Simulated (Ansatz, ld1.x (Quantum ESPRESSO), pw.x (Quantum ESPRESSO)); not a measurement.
## pw.x on fcc Cd: one setting changed

Potential: norm-conserving Troullier–Martins (Kleinman–Bylander form), ld1.x (Quantum ESPRESSO) 7.5, PBE; core [Kr], reference 4d10 5s2 5p0; waves: 5s (bound): rc 1.90 bohr; 4d (bound): rc 1.45 bohr; 4f channel at -0.2 Ry: rc 2.34 bohr; 5p (bound, empty): rc 3.40 bohr; local part: the p channel; core correction: a·sin(br)/r model core inside 1.45 bohr.

The reference run (k-mesh 13³, cutoffs 145/580 Ry, Fermi–Dirac 0.01 Ry, mixing_beta 0.4, conv_thr 1e-9, no spin) gives 0.31 GPa at 22.908 Å³/atom, where all-electron LAPW gives -0.07 GPa. This run, with its own iteration cap, changes ecutwfc (ecutrho with it) to 5, a wrong or extreme entry chosen on purpose.

```
&control
  calculation='scf', prefix='x', pseudo_dir='./', outdir='./tmp', tstress=.true., disk_io='none'
/
&system
  ibrav=0, nat=1, ntyp=1, ecutwfc=5, ecutrho=20, nbnd=14,
  occupations='smearing', smearing='fd', degauss=0.01
/
&electrons
  conv_thr=1e-09, mixing_beta=0.4, electron_maxstep=70
/
ATOMIC_SPECIES
Cd 1.0 Cd.UPF
CELL_PARAMETERS angstrom
  0.00000000 2.25416512 2.25416512
  2.25416512 0.00000000 2.25416512
  2.25416512 2.25416512 0.00000000
ATOMIC_POSITIONS crystal
Cd 0.0000 0.0000 0.0000
K_POINTS automatic
13 13 13 0 0 0
```

```bash
pw.x < Cd.scf.in > Cd.scf.out
```

How does the run end?

It stops with "cdiaghg: S matrix not positive definite". For a norm-conserving file S is the identity; the message here most likely means that the Davidson subspace became linearly dependent in so small a basis.

```
Message from routine setup:
     using ibrav=0 with symmetry is DISCOURAGED, use correct ibrav instead
     lattice parameter (alat)  =       6.0242  a.u.
     unit-cell volume          =     154.5908 (a.u.)^3
     number of electrons       =        12.00
     number of Kohn-Sham states=           14
     kinetic-energy cutoff     =       5.0000  Ry
     charge density cutoff     =      20.0000  Ry
     scf convergence threshold =      1.0E-09
     Exchange-correlation= PBE
     number of k points=    84  Fermi-Dirac smearing, width (Ry)=  0.0100
     negative rho (up, down):  1.228E-01 0.000E+00
     iteration #  1     ecut=     5.00 Ry     beta= 0.40
     Error in routine cdiaghg (56):
     S matrix not positive definite
```

The run took about 0.1 s on one core of a shared host (Neoverse-V2, 32 threads, 247 GiB, load 17).
